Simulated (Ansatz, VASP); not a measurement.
## SrO in two plane-wave programs

One calculation is typed for both programs; each brings its own data sets and cutoff. How far apart do they land?

Calculated with Ansatz 0.2.0; plane waves, with VASP 6.6.1 beside it; single point at LDA.

The database entry behind the starting cell differs from later determinations by our own check (about 0.5 % short), so it need not match the best structure at ambient conditions.

## Step 1: The starting structure

It takes space group Fm-3m (No. 225, cubic). Conventional cell: a = 5.133 Å, b = 5.133 Å, c = 5.133 Å, α = 90.00°, β = 90.00°, γ = 90.00°. Sr has 6 O at 2.57 Å nearest. O has 6 Sr at 2.57 Å nearest. Farther neighbours and most contacts between anions are not listed.

## Step 2: Ansatz: single point, LDA

Ansatz runs on its default PAW (the set named soft_2) files.

With cell and atoms fixed, the geometry can't cause a difference; cores, projectors, grids and the points listed under the comparison can.

The input, input.yaml:

```yaml
crystal:
  lattice:
    - [0.0, 2.5663, 2.5663]
    - [2.5663, 0.0, 2.5663]
    - [2.5663, 2.5663, 0.0]
  atoms:
    - { symbol: Sr, position: [0.5, 0.5, 0.5] }
    - { symbol: O, position: [0.0, 0.0, 0.0] }
hamiltonian:
  xc: lda
  pseudopotentials: { kind: paw }
kpoints:
  mp_grid: { grid: [9, 9, 9] }
scf:
  occupations: { method: gaussian, width: 0.01 }
  n_extra_bands: 4
output:
  forces: true
  stress: true
  eigenvalues: true
  write_density: true
  write_potential: true
  elf: true
  volumetric_format: npy
```

Started as:

```console
> ansatz run input.yaml --threads 2 --pin off --max-ram 4608MiB --backend cpu --events-out ev --progress --plain --runs-dir out
```

Numbers of over 12 decimals in the logs are rounded to 6 here.

The program printed:

```text
scf.n_extra_bands = 4 over 8 filled bands (N_el = 16.0): the run solves 12 bands
Engine: ansatz 0.2.0, aarch64-unknown-linux-gnu
Pseudopotentials: kind: paw
Pseudopotential: Sr, paw, valence charge 10, recommended cutoff 420 eV (normal), Sr.paw.azcp
Pseudopotential: O, paw, valence charge 6, recommended cutoff 420 eV (normal), O.paw.azcp
Functional definition: SPW92
  exchange = slater_x
  correlation = pw_c
Crystal: 2 atoms, lattice volume = 33.803 Å³
Basis set: ecut = 420 eV, 645 PW (Γ)
Bands: 12, of which v1, the nominal top of the filled ones, is band 8 counted from 1 (7 counted from 0)
Symmetry: 48 space group operations
Space group: Fm-3m (ITA 225), of the structure as read, at distance tolerance 3.2e-5 Å
k-points: 35 of 729
Non-local potential: Sr, projectors of the file, l = 0: 3, l = 1: 2, l = 2: 2
Non-local potential: O, projectors of the file, l = 0: 2, l = 1: 2, l = 2: 1
PAW form: soft (Blöchl's): semilocal exchange-correlation on the pseudo side does not see the compensation charge
PAW frozen core: Sr, regenerated for the run's functional, and the local potential with it (the file was generated under x = pbe(κ = 0.804, μ = 0.219515), c = pbe(β = 0.066725))
PAW frozen core: O, regenerated for the run's functional, and the local potential with it (the file was generated under x = pbe(κ = 0.804, μ = 0.219515), c = pbe(β = 0.066725))
PAW one-centre angular grid: Sr, 110 points (default); XC on 64 Gauss nodes
PAW one-centre angular grid: O, 110 points (default); XC on 64 Gauss nodes
Initial density: superposition of atomic densities (neutral atoms: chi_scale 0, normalization atom), corrected by the library's trained network
Initial wavefunctions: pseudopotential atomic-orbital guess
Functional: x = slater, c = lda
SCF iter   1: F=—  HF=-4002.832011 eV  |F-HF|=—  |Δ(HF+E_count)|=         —  Δρ=1.63e-2  dr2=9.18e-2  ethr=1.77e-3  ⟨swp⟩=8.8  Hψ=3325  notcnv=0
preconditioner: auto → none  [insulator: Δε(μ)=2.929 eV  Ē_g=15.921 eV  σ=0.010 eV  W_gap=1.00  n_scr=8 (ndim 8)  ℏωp=23.9 eV  f_vac=0.000  D(μ)=0.00/eV (n_scr^D=0)  ε∞_Penn≈3.3]
SCF iter   2: F=—  HF=-4002.813096 eV  |F-HF|=—  |Δ(HF+E_count)|=   1.89e-2  Δρ=3.36e-3  dr2=3.66e-3  ethr=5.74e-4  ⟨swp⟩=2.0  Hψ=806  notcnv=0
SCF iter   3: F=—  HF=-4002.812496 eV  |F-HF|=—  |Δ(HF+E_count)|=   6.00e-4  Δρ=9.58e-4  dr2=1.48e-4  ethr=2.29e-5  ⟨swp⟩=2.0  Hψ=608  notcnv=0
SCF iter   4: F=—  HF=-4002.812458 eV  |F-HF|=—  |Δ(HF+E_count)|=   3.78e-5  Δρ=7.92e-5  dr2=1.25e-6  ethr=9.24e-7  ⟨swp⟩=2.5  Hψ=658  notcnv=0
SCF iter   5: F=—  HF=-4002.812453 eV  |F-HF|=—  |Δ(HF+E_count)|=   5.59e-6  Δρ=2.16e-5  dr2=6.96e-8  ethr=7.82e-9  ⟨swp⟩=2.0  Hψ=700  notcnv=0
SCF iter   6: F=-4002.812453 eV  HF=-4002.812453 eV  |F-HF|=2.85e-10  |Δ(HF+E_count)|=   1.18e-8  Δρ=2.31e-6  dr2=9.43e-10  ethr=4.35e-10  ⟨swp⟩=6.9  Hψ=2693  notcnv=0
SCF 1 converged in 6 iterations: F = -4002.812453 eV  dr2 = 9.43e-10
  greatest PAW one-centre occupation: 0.987 electrons in one spin orbital (limit 2), on the Sr atom at site 0 (counted from 0), in its partial waves of l = 0
SCF converged after 6 iterations
Free energy (F): -4002.812453 eV
Harris-Foulkes:  -4002.812453 eV  (|F-HF|=2.85e-10)
Internal energy: -4002.812453 eV  (E = F + TS)
E sigma→0 (E₀):  -4002.812453 eV
Fermi energy:    9.184819 eV
--- Per-component energies (eV) ---
  E_band       = -61.443634
  E_kinetic    = 421.539388
  E_local      = -864.100058  (includes V_loc(G=0)·N_el)
  E_nonlocal   = 256.145606
  E_hartree    = 231.037767
  E_xc         = -245.894381
  E_vxc        = -257.399738  (∫ρ·V_xc dr)
  E_paw        = -2743.817074  (= ΣΔE_a)
  E_vpaw       = -79.706167  (= ΣTr[D̂ρ^β])
  E_aug_tail   = 0.002463  (compensation charges beyond the density's cutoff)
  E_ewald      = -1058.117221
  E_core_change = 0.391057  (= ΣΔE_core)
  E_smearing   = -0.000000  (= −TS)
  E_closure    = -0.000000  (closes the sum)
  Σ components = -4002.812453   (vs F -4002.812453, Δ=0.00e0)
--- Forces (eV/Å), atoms counted from 1 ---
  atom   1  Sr     0.00000000    -0.00000000     0.00000000
  atom   2  O     -0.00000000     0.00000000     0.00000000
  max |Σ_I F_I| component: 1.90e-29 eV/Å
--- Stress (GPa, compression-positive) ---
       -3.830870       0.000000       0.000000
        0.000000      -3.830870       0.000000
        0.000000       0.000000      -3.830870
  P = ⅓ Tr σ = -3.8309 GPa (-38.309 kbar)
--- Band table (eV; the first three rows and the last of 35) ---
  k-point 0: bands = [... 4 lower, -6.1477, 7.5786, 7.5786, 7.5786, 11.4272, 13.7576, 13.7576, 13.7576]
  k-point 1: bands = [... 4 lower, -5.8552, 7.1940, 7.4196, 7.4196, 12.0037, 13.6091, 14.0029, 14.0029]
  k-point 2: bands = [... 4 lower, -5.4138, 6.4468, 7.0532, 7.0532, 13.2769, 13.5200, 14.6882, 14.6882]
  k-point 34: bands = [... 4 lower, -5.5140, 6.4222, 7.0562, 7.1806, 13.0656, 14.0920, 16.3284, 18.5564]
```

It took 0.93 s on 2 threads of Arm Neoverse V2, shared host; peak memory 0.26 GiB.

The run ends at a pressure of -3.83 GPa.

## Step 3: VASP: single point, LDA

The same cell, functional (in two slightly different forms), mesh and smearing now go to VASP, with its own data sets and cutoff.

Lines of VASP's logs that name or quote its potential files are left out, and so is its time.

The input, INCAR:

```
SYSTEM = SrO
PREC = Accurate
ENCUT = 520
EDIFF = 1E-06
NELM = 100
ISMEAR = 0
SIGMA = 0.01
LREAL = .FALSE.
ALGO = Normal
GGA = CA
NBANDS = 14
LORBIT = 11
LWAVE = .FALSE.
LCHARG = .FALSE.
KPAR = 2
ISIF = 2
```

The input, POSCAR:

```
SrO
1.0
    0.0000000000      2.5663000000      2.5663000000
    2.5663000000      0.0000000000      2.5663000000
    2.5663000000      2.5663000000      0.0000000000
Sr O
1 1
Direct
    0.5000000000      0.5000000000      0.5000000000
    0.0000000000      0.0000000000      0.0000000000
```

The input, KPOINTS:

```
Automatic mesh
0
Gamma
9 9 9
0 0 0
```

Potentials, in the order of the species: Sr_sv and O (PBE family, release 64).

Started as:

```console
> mpirun -np 2 vasp_std
```

The program printed:

```text
[banner, memory and clock lines left out]
running    2 mpi-ranks, on    1 nodes
 distrk:  each k-point on    1 cores,    2 groups
 distr:  one band on    1 cores,    1 groups

 POSCAR found type information on POSCAR SrO
 POSCAR found :  2 types and       2 ions
|                                                                             |
|               ----> ADVICE to this user running VASP <----                  |
|                                                                             |
|     You enforced a specific xc type in the INCAR file but a different       |
|     [... a line on the potential file left out ...]
|     I HOPE YOU KNOW WHAT YOU ARE DOING!                                     |
|                                                                             |

 LDA part: xc-table for (Slater(with rela. corr.)+CA(PZ))
 , standard interpolation
 POSCAR, INCAR and KPOINTS ok, starting setup
 FFT: planning ... GRIDC
 FFT: planning ... GRID_SOFT
 FFT: planning ... GRID
 WAVECAR not read
 entering main loop
       N       E                     dE             d eps       ncg     rms          rms(c)
DAV:   1     0.609309806995E+02    0.60931E+02   -0.79227E+03   980   0.107E+03
DAV:   2    -0.118088344100E+02   -0.72740E+02   -0.66562E+02  1372   0.223E+02
DAV:   3    -0.154328739223E+02   -0.36240E+01   -0.36068E+01  1382   0.428E+01
DAV:   4    -0.154825065045E+02   -0.49633E-01   -0.49621E-01  1256   0.402E+00
DAV:   5    -0.154834978671E+02   -0.99136E-03   -0.99136E-03  1212   0.374E-01    0.176E+01
DAV:   6    -0.136613754935E+02    0.18221E+01   -0.63549E+00  1010   0.199E+01    0.212E+01
DAV:   7    -0.134943554513E+02    0.16702E+00   -0.38625E-01  1186   0.525E+00    0.126E+01
DAV:   8    -0.134452901180E+02    0.49065E-01   -0.14379E-01  1244   0.360E+00    0.591E-01
DAV:   9    -0.134460047588E+02   -0.71464E-03   -0.67777E-03  1408   0.519E-01    0.229E-01
DAV:  10    -0.134457831047E+02    0.22165E-03   -0.37956E-04  1082   0.223E-01    0.150E-01
DAV:  11    -0.134458117505E+02   -0.28646E-04   -0.47906E-05  1116   0.610E-02    0.367E-02
DAV:  12    -0.134458130898E+02   -0.13393E-05   -0.39983E-06  1392   0.178E-02    0.635E-03
DAV:  13    -0.134458128687E+02    0.22111E-06   -0.11151E-06   776   0.912E-03
   1 F= -.13445813E+02 E0= -.13445813E+02  d E =-.137133E-26
```

OUTCAR, selected parts (step 3):

```text
ion  position               nearest neighbor table
   1  0.500  0.500  0.500-   2 2.57   2 2.57   2 2.57   2 2.57   2 2.57   2 2.57
   2  0.000  0.000  0.000-   1 2.57   1 2.57   1 2.57   1 2.57   1 2.57   1 2.57

  LATTYP: Found a face centered cubic cell.
 ALAT       =     5.1326000000

 Subroutine GETGRP returns: Found 48 space group operations
 (whereof 48 operations were pure point group operations)

The static configuration has the point symmetry O_h .

 Found     35 irreducible k-points:

   k-points           NKPTS =     35   k-points in BZ     NKDIM =     35   number of bands    NBANDS=     14

   dimension x,y,z NGX =    28 NGY =   28 NGZ =   28
   dimension x,y,z NGXF=    56 NGYF=   56 NGZF=   56

   ENCUT  =  520.0 eV  38.22 Ry    6.18 a.u.   6.75  6.75  6.75*2*pi/ulx,y,z

   NELECT =      16.0000    total number of electrons

 k-points in reciprocal lattice and weights: Automatic mesh
   0.00000000  0.00000000  0.00000000       0.001
   0.11111111  0.00000000  0.00000000       0.011
   0.22222222  0.00000000  0.00000000       0.011
   0.33333333  0.00000000  0.00000000       0.011
   0.44444444  0.00000000  0.00000000       0.011
   0.11111111  0.11111111  0.00000000       0.008
   0.22222222  0.11111111  0.00000000       0.033
   0.33333333  0.11111111  0.00000000       0.033
   0.44444444  0.11111111  0.00000000       0.033
[...]
-0.33333333  0.44444444  0.11111111       0.033
  -0.33333333  0.44444444  0.22222222       0.033

 average (electrostatic) potential at core
       1 -36.2239       2 -70.6924

 E-fermi :   1.3520

 k-point     1 :       0.0000    0.0000    0.0000
  band No.  band energies     occupation
    ...
      4     -12.4870      2.00000
      5     -12.4870      2.00000
      6       1.2805      2.00000
      7       1.2805      2.00000
      8       1.2805      2.00000
      9       5.1169      0.00000
     10       7.3975      0.00000
     11       7.3975      0.00000
     12       7.3975      0.00000
     13       9.6367      0.00000
    ...

 k-point     2 :       0.1111    0.0000    0.0000
  band No.  band energies     occupation
    ...
      4     -12.4974      2.00000
      5     -12.1848      2.00000
      6       0.8918      2.00000
      7       1.1161      2.00000
      8       1.1161      2.00000
      9       5.6937      0.00000
     10       7.2612      0.00000
     11       7.6461      0.00000
     12       7.6461      0.00000
     13       9.9701      0.00000
    ...

 k-point     3 :       0.2222    0.0000    0.0000
  band No.  band energies     occupation
    ...
      4     -12.5234      2.00000
      5     -11.7357      2.00000
      6       0.1353      2.00000
      7       0.7387      2.00000
      8       0.7387      2.00000
      9       6.9658      0.00000
     10       7.1904      0.00000
     11       8.3385      0.00000
     12       8.3385      0.00000
     13      10.8301      0.00000
    ...

  Total       -0.6488812     -0.6488812     -0.6488812     -0.0000000     -0.0000000     -0.0000000
  in kB      -30.7555516    -30.7555516    -30.7555516     -0.0000000     -0.0000000     -0.0000000
  external PRESSURE =     -30.7555516 kB  Pullay stress =       0.0000000 kB

  energy-cutoff  :      520.00
  volume of cell :       33.80
      direct lattice vectors                 reciprocal lattice vectors
     0.000000000  2.566300000  2.566300000    -0.194833028  0.194833028  0.194833028
     2.566300000  0.000000000  2.566300000     0.194833028 -0.194833028  0.194833028
     2.566300000  2.566300000  0.000000000     0.194833028  0.194833028 -0.194833028

 POSITION                                       TOTAL-FORCE (eV/Angst)
 -----------------------------------------------------------------------------------
      2.56630      2.56630      2.56630         0.000000     -0.000000      0.000000
      0.00000      0.00000      0.00000        -0.000000      0.000000     -0.000000
 -----------------------------------------------------------------------------------
    total drift:                                0.000000      0.000000      0.000000

  FREE ENERGIE OF THE ION-ELECTRON SYSTEM (eV)
  ---------------------------------------------------
  free  energy   TOTEN  =       -13.4458128687 eV

  energy  without entropy=      -13.4458128687  energy(sigma->0) =      -13.44581287

 total charge
# of ion       s       p       d       tot
------------------------------------------
    1        2.015   5.759   0.265   8.039
    2        1.540   3.396   0.000   4.936
--------------------------------------------------
tot          3.555   9.155   0.265  12.976

[... 3 further parts left out ...]
```

The run ends at a pressure of -3.08 GPa.

## Step 4: Differences

Known differences besides the potentials themselves: the two LDA forms differ slightly; the cutoff is 420 eV in Ansatz and 520 eV in VASP; Ansatz makes its cores anew for this functional, VASP keeps those of its PBE data sets; VASP's log shows a relativistic correction to its local exchange, Ansatz's none. Total energies have different zeros and are not compared.

The two programs side by side:

```
                                        quantity  Ansatz   VASP  difference
                                  pressure (GPa)   -3.83  -3.08       -0.76
pressure without Ansatz's Pulay correction (GPa)   -4.34  -3.08       -1.27
                          gap on the k mesh (eV)   3.212  3.154      +0.059
```

A gap on the mesh is an upper bound, since the band edges may lie between its points. Ansatz's pressure holds a Pulay correction of 0.51 GPa; VASP's holds none.

## Step 5: What the set-up changes

Further runs change the set-up of one program: Ansatz's method, potentials or start, or VASP's data sets, cutoff or form of LDA. The table gives Ansatz less VASP for each quantity, since a change that brings one quantity closer may part another.

```
                              run  pressure (GPa)  gap on the k mesh (eV)
                         as above           -0.76                   0.059
Ansatz's all-electron LAPW method           -0.75                   0.058
```

## Step 6: What came out

```yaml
difference_in_gap_on_the_k_mesh_single_point_lda: 0.059 eV
difference_in_pressure_single_point_lda: -0.76 GPa
```

The difference in pressure is -0.76 GPa (single point, LDA), within the 1 GPa picked in this series as the mark of a large difference. For single point, LDA, no further run moves any of the tabulated differences by more than a quarter of its size. How closely two codes agree says nothing of how well the functional describes the real material.

[Lines on the potential files, build, host, timing and source positions are cut from VASP's logs without a mark.]

[Logs are printed without paths, hosts, clocks, repeated set-up lines and the standing remarks that a program may print on its own settings, such as how far it seeks lower states.]

[Hosts, paths, dates, database ids (printed as entryN), source tags and the programs' standing remarks are cut or masked in the printed files.]
